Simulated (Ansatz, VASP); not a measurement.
# InGaP2 (ordered alloy, x = 0.5, built in the cubic cell of 8 atoms (invented)): VASP beside Ansatz

Wanted: the spread between two codes on one cell, functional and k mesh. The cell is generated by rule, not measured, and may not be a known phase. The cell is taken from a series of runs on this material, whose earlier steps may have relaxed, scaled, displaced or heated it; both programs get it as it stands.

Program: Ansatz 0.2.0. Level of theory: plane waves, with VASP 6.6.1 beside it; r2SCAN. Results are calculated unless marked as measured.

### Step 1. Starting point

Symmetry: P-4m2, No. 115, tetragonal system. The conventional cell has a = 4.004 Å, b = 4.004 Å, c = 5.713 Å, α = 90.00°, β = 90.00°, γ = 90.00°. Nearest to Ga lie 4 P at 2.39 Å. Nearest to In lie 4 P at 2.53 Å. P has 2 Ga at 2.39 Å and 2 In at 2.53 Å nearest. Farther neighbours are not listed.

Structure file:

```xyz
4
Lattice="4.0045 0.0000 0.0000 0.0000 4.0045 0.0000 0.0000 0.0000 5.7130" Properties=species:S:1:pos:R:3 pbc="T T T"
Ga    0.0000    0.0000    0.0000
In    2.0022    2.0022    2.8565
P     0.0000    2.0022    4.4069
P     2.0022    0.0000    1.3061
```

### Step 2. VASP: relaxation of cell and atoms, r2SCAN

The relaxed volume is the usual yardstick between codes: in a stiff, nearly cubic crystal its relative difference is about their pressure difference at one cell divided by the bulk modulus.

Lines of VASP's logs that name or quote its potential files are left out, and so is its time.

Contents of INCAR:

```
SYSTEM = InGaP2
PREC = Accurate
ENCUT = 550
EDIFF = 1E-07
NELM = 120
ISMEAR = 0
SIGMA = 0.01
LREAL = .FALSE.
ALGO = Normal
METAGGA = R2SCAN
LASPH = .TRUE.
NBANDS = 24
LORBIT = 11
LWAVE = .FALSE.
LCHARG = .FALSE.
ISIF = 3
IBRION = 2
NSW = 80
EDIFFG = -0.005
GGA_COMPAT = .FALSE.
NELMIN = 4
EFERMI = MIDGAP
LMIXTAU = .TRUE.
KPAR = 2
```

Contents of POSCAR:

```
InGaP2
1.0
    4.0044770000      0.0000000000      0.0000000000
    0.0000000000      4.0044770000      0.0000000000
    0.0000000000      0.0000000000      5.7130230000
Ga In P
1 1 2
Direct
    0.0000000000      0.0000000000      0.0000000000
    0.5000000000      0.5000000000      0.5000000000
    0.0000000000      0.5000000000      0.7713798807
    0.5000000000      0.0000000000      0.2286201193
```

Contents of KPOINTS:

```
Automatic mesh
0
Gamma
6 6 4
0 0 0
```

The projector-augmented-wave data sets are Ga_d, In_d and P (PBE family, release 64).

Command:

```
mpirun -np 2 vasp_std
```

Numbers of over 12 decimals in the logs are rounded to 6 here.

Log:

```text
[banner, memory and clock lines left out]
running    2 mpi-ranks, on    1 nodes
 distrk:  each k-point on    1 cores,    2 groups
 distr:  one band on    1 cores,    1 groups

 POSCAR found type information on POSCAR GaInP
 POSCAR found :  3 types and       4 ions
|                                                                             |
|               ----> ADVICE to this user running VASP <----                  |
|                                                                             |
|     You enforced a specific xc type in the INCAR file but a different       |
|     [... a line on the potential file left out ...]
|     I HOPE YOU KNOW WHAT YOU ARE DOING!                                     |
|                                                                             |

 LDA part: xc-table for (None), standard interpolation
 POSCAR, INCAR and KPOINTS ok, starting setup
 FFT: planning ... GRIDC
 FFT: planning ... GRID_SOFT
 FFT: planning ... GRID
 WAVECAR not read
 entering main loop
       N       E                     dE             d eps       ncg     rms          rms(c)
DAV:   1     0.239048704430E+03    0.23905E+03   -0.18391E+04  1472   0.209E+03
DAV:   2    -0.291617394038E+02   -0.26821E+03   -0.26081E+03  1520   0.469E+02
DAV:   3    -0.585050203532E+02   -0.29343E+02   -0.29185E+02  1752   0.144E+02
DAV:   4    -0.595173984160E+02   -0.10124E+01   -0.10112E+01  1832   0.286E+01
DAV:   5    -0.595475604269E+02   -0.30162E-01   -0.30157E-01  2112   0.443E+00    0.923E+00
DAV:   6    -0.552915374722E+02    0.42560E+01   -0.28504E+00  1800   0.311E+01    0.518E+00
DAV:   7    -0.526802562964E+02    0.26113E+01   -0.84991E-01  1520   0.894E+00    0.253E+00
DAV:   8    -0.535733636517E+02   -0.89311E+00   -0.10736E+00  1496   0.749E+00    0.136E+00
DAV:   9    -0.535499735058E+02    0.23390E-01   -0.84854E-02  1712   0.266E+00    0.748E-01
DAV:  10    -0.536149031441E+02   -0.64930E-01   -0.79253E-02  1584   0.234E+00    0.113E-01
DAV:  11    -0.536372990068E+02   -0.22396E-01   -0.39046E-02  1504   0.156E+00    0.201E-01
DAV:  12    -0.536388818568E+02   -0.15829E-02   -0.14067E-03  1848   0.285E-01    0.196E-01
DAV:  13    -0.536401026165E+02   -0.12208E-02   -0.22944E-03  1552   0.373E-01    0.153E-01
DAV:  14    -0.536403744404E+02   -0.27182E-03   -0.78221E-04  1512   0.260E-01    0.152E-01
[...]
DAV:  18    -0.536407127640E+02   -0.10205E-03   -0.49896E-05  1536   0.697E-02    0.124E-01
DAV:  19    -0.536407514148E+02   -0.38651E-04   -0.85499E-05  1672   0.907E-02    0.137E-02
DAV:  20    -0.536407512199E+02    0.19485E-06   -0.11060E-05  2240   0.306E-02    0.229E-02
DAV:  21    -0.536407528351E+02   -0.16151E-05   -0.98301E-07  1584   0.956E-03    0.160E-02
DAV:  22    -0.536407526131E+02    0.22199E-06   -0.22415E-07  1448   0.415E-03    0.433E-03
DAV:  23    -0.536407558745E+02   -0.32615E-05   -0.16356E-06  1520   0.101E-02    0.458E-03
DAV:  24    -0.536407562792E+02   -0.40463E-06   -0.25266E-07  1408   0.388E-03    0.410E-03
DAV:  25    -0.536407563179E+02   -0.38749E-07   -0.24222E-08   944   0.154E-03
   1 F= -.53640756E+02 E0= -.53640756E+02  d E =-.536408E+02
 curvature:   0.00 expect dE= 0.000E+00 dE for cont linesearch  0.000E+00
 trial: gam= 0.00000 g(F)=  0.135E-04 g(S)=  0.161E-03 ort = 0.000E+00 (trialstep = 0.100E+01)
 search vector abs. value=  0.175E-03
 bond charge predicted
       N       E                     dE             d eps       ncg     rms          rms(c)
DAV:   1    -0.536424552154E+02   -0.16989E-02   -0.35218E-02  1888   0.315E+00    0.272E-01
DAV:   2    -0.536411040458E+02    0.13512E-02   -0.32608E-03  1912   0.110E+00    0.111E-01
DAV:   3    -0.536407519561E+02    0.35209E-03   -0.67621E-04  1880   0.451E-01    0.423E-02
DAV:   4    -0.536407968057E+02   -0.44850E-04   -0.18697E-04  1592   0.136E-01    0.312E-02
DAV:   5    -0.536407985134E+02   -0.17078E-05   -0.60764E-05  1480   0.704E-02    0.144E-02
DAV:   6    -0.536408061659E+02   -0.76524E-05   -0.36399E-05  1488   0.602E-02    0.569E-03
DAV:   7    -0.536408131446E+02   -0.69787E-05   -0.69359E-06  1552   0.223E-02    0.528E-03
DAV:   8    -0.536408119868E+02    0.11578E-05   -0.54280E-07  1424   0.718E-03    0.267E-03
DAV:   9    -0.536408125266E+02   -0.53985E-06   -0.52569E-07  1296   0.793E-03    0.992E-04
DAV:  10    -0.536408125434E+02   -0.16822E-07   -0.31789E-08   936   0.191E-03
   2 F= -.53640813E+02 E0= -.53640813E+02  d E =-.562255E-04
 trial-energy change:   -0.000056  1 .order   -0.000039   -0.000175    0.000096
 step:   0.7206(harm=  0.6446)  dis= 0.00041  next Energy=   -53.640826 (dE=-0.693E-04)
 bond charge predicted
       N       E                     dE             d eps       ncg     rms          rms(c)
DAV:   1    -0.536409586898E+02   -0.14616E-03   -0.27533E-03  1896   0.884E-01    0.756E-02
DAV:   2    -0.536408495968E+02    0.10909E-03   -0.25293E-04  1904   0.303E-01    0.310E-02
DAV:   3    -0.536408189863E+02    0.30611E-04   -0.53117E-05  1888   0.126E-01    0.115E-02
DAV:   4    -0.536408217127E+02   -0.27264E-05   -0.14794E-05  1568   0.382E-02    0.839E-03
DAV:   5    -0.536408221666E+02   -0.45392E-06   -0.47218E-06  1472   0.193E-02    0.396E-03
DAV:   6    -0.536408232103E+02   -0.10437E-05   -0.28127E-06  1472   0.166E-02    0.159E-03
DAV:   7    -0.536408238774E+02   -0.66712E-06   -0.54713E-07  1376   0.623E-03    0.145E-03
DAV:   8    -0.536408240776E+02   -0.20014E-06   -0.36586E-08   896   0.223E-03    0.623E-04
DAV:   9    -0.536408240646E+02    0.12940E-07   -0.29625E-08   840   0.236E-03
   3 F= -.53640824E+02 E0= -.53640824E+02  d E =-.677467E-04
 curvature:  -0.31 expect dE=-0.248E-05 dE for cont linesearch -0.975E-06
 trial: gam= 0.00000 g(F)=  0.197E-05 g(S)=  0.610E-05 ort =-0.235E-04 (trialstep = 0.944E+00)
 search vector abs. value=  0.807E-05
 reached required accuracy - stopping structural energy minimisation
```

From OUTCAR (step 2):

```text
ion  position               nearest neighbor table
   1  0.000  0.000  0.000-   3 2.39   4 2.39   3 2.39   4 2.39
   2  0.500  0.500  0.500-   3 2.53   4 2.53   4 2.53   3 2.53
   3  0.000  0.500  0.771-   1 2.39   1 2.39   2 2.53   2 2.53
   4  0.500  0.000  0.229-   1 2.39   1 2.39   2 2.53   2 2.53

  LATTYP: Found a simple tetragonal cell.
 ALAT       =     4.0044770000
 C/A-ratio  =     1.4266589620

 Subroutine GETGRP returns: Found  8 space group operations
 (whereof  8 operations were pure point group operations)

The static configuration has the point symmetry D_2d.

 Found     30 irreducible k-points:

   k-points           NKPTS =     30   k-points in BZ     NKDIM =     30   number of bands    NBANDS=     24

   dimension x,y,z NGX =    32 NGY =   32 NGZ =   48
   dimension x,y,z NGXF=    64 NGYF=   64 NGZF=   96

   ENCUT  =  550.0 eV  40.42 Ry    6.36 a.u.   7.66  7.66 10.92*2*pi/ulx,y,z

   NELECT =      36.0000    total number of electrons

 k-points in reciprocal lattice and weights: Automatic mesh
   0.00000000  0.00000000  0.00000000       0.007
   0.16666667  0.00000000  0.00000000       0.028
   0.33333333  0.00000000  0.00000000       0.028
   0.50000000  0.00000000  0.00000000       0.014
   0.16666667  0.16666667  0.00000000       0.028
   0.33333333  0.16666667  0.00000000       0.056
   0.50000000  0.16666667  0.00000000       0.028
   0.33333333  0.33333333  0.00000000       0.028
   0.50000000  0.33333333  0.00000000       0.028
[...]
0.50000000  0.33333333  0.50000000       0.028
   0.50000000  0.50000000  0.50000000       0.007

 average (electrostatic) potential at core
       1 -70.0198       2-101.4928       3 -86.1293       4 -86.1293

 E-fermi :   5.4414

 k-point     1 :       0.0000    0.0000    0.0000
  band No.  band energies     occupation
    ...
     14       2.0881      2.00000
     15       2.0881      2.00000
     16       4.5753      2.00000
     17       4.7604      2.00000
     18       4.7604      2.00000
     19       6.1223      0.00000
     20       6.7594      0.00000
     21       7.1589      0.00000
     22       9.0536      0.00000
     23       9.0536      0.00000
    ...

 k-point     2 :       0.1667    0.0000    0.0000
  band No.  band energies     occupation
    ...
     14       1.3280      2.00000
     15       2.2722      2.00000
     16       3.1480      2.00000
     17       4.0853      2.00000
     18       4.6565      2.00000
     19       6.7824      0.00000
     20       7.5073      0.00000
     21       8.3007      0.00000
     22       9.0995      0.00000
     23       9.2670      0.00000
    ...

 k-point     3 :       0.3333    0.0000    0.0000
  band No.  band energies     occupation
    ...
     14       0.8026      2.00000
     15       1.2047      2.00000
     16       2.7655      2.00000
     17       2.8031      2.00000
     18       4.3030      2.00000
     19       7.2120      0.00000
     20       8.3636      0.00000
     21       9.5670      0.00000
     22       9.8597      0.00000
     23      10.3533      0.00000
    ...

  Total        0.0151844      0.0151844      0.0067021      0.0000000      0.0000000     -0.0000000
  in kB        0.2660121      0.2660121      0.1174132      0.0000000      0.0000000     -0.0000000
  external PRESSURE =       0.2164791 kB  Pullay stress =       0.0000000 kB

  energy-cutoff  :      550.00
  volume of cell :       91.45
      direct lattice vectors                 reciprocal lattice vectors
     4.002334739  0.000000000  0.000000000     0.249854164  0.000000000  0.000000000
     0.000000000  4.002334739  0.000000000     0.000000000  0.249854164  0.000000000
     0.000000000  0.000000000  5.709248265     0.000000000  0.000000000  0.175154408

 POSITION                                       TOTAL-FORCE (eV/Angst)
 -----------------------------------------------------------------------------------
      0.00000      0.00000      0.00000         0.000000      0.000000      0.000000
      2.00117      2.00117      2.85462        -0.000000     -0.000000      0.000000
      0.00000      2.00117      4.40359        -0.000000      0.000000     -0.004514
      2.00117      0.00000      1.30566        -0.000000      0.000000      0.004514
 -----------------------------------------------------------------------------------
    total drift:                                0.000000      0.000000     -0.000000

  FREE ENERGIE OF THE ION-ELECTRON SYSTEM (eV)
  ---------------------------------------------------
  free  energy   TOTEN  =       -53.6408240646 eV

  energy  without entropy=      -53.6408240646  energy(sigma->0) =      -53.64082406

 reached required accuracy - stopping structural energy minimisation

 total charge
# of ion       s       p       d       tot
------------------------------------------
    1        0.824   0.792  10.014  11.630
    2        0.822   0.829   9.902  11.553
    3        1.013   1.522   0.000   2.535
    4        1.013   1.522   0.000   2.535
--------------------------------------------------
tot          3.673   4.665  19.916  28.253

[... 3 further parts left out ...]
```

The gap is read on the k-mesh alone, so it is an upper bound where the band edges lie off the mesh. The run keeps the 8 symmetry operations of its start, so it cannot find a distortion of lower symmetry.

(Continued in part 2 of 2.)

[Lines on the potential files, build, host, timing and source positions are cut from VASP's logs without a mark.]

[Logs are printed without paths, hosts, clocks, repeated set-up lines and the standing remarks that a program may print on its own settings, such as how far it seeks lower states.]

[Hosts, paths, dates, database ids (printed as entryN), source tags and the programs' standing remarks are cut or masked in the printed files.]
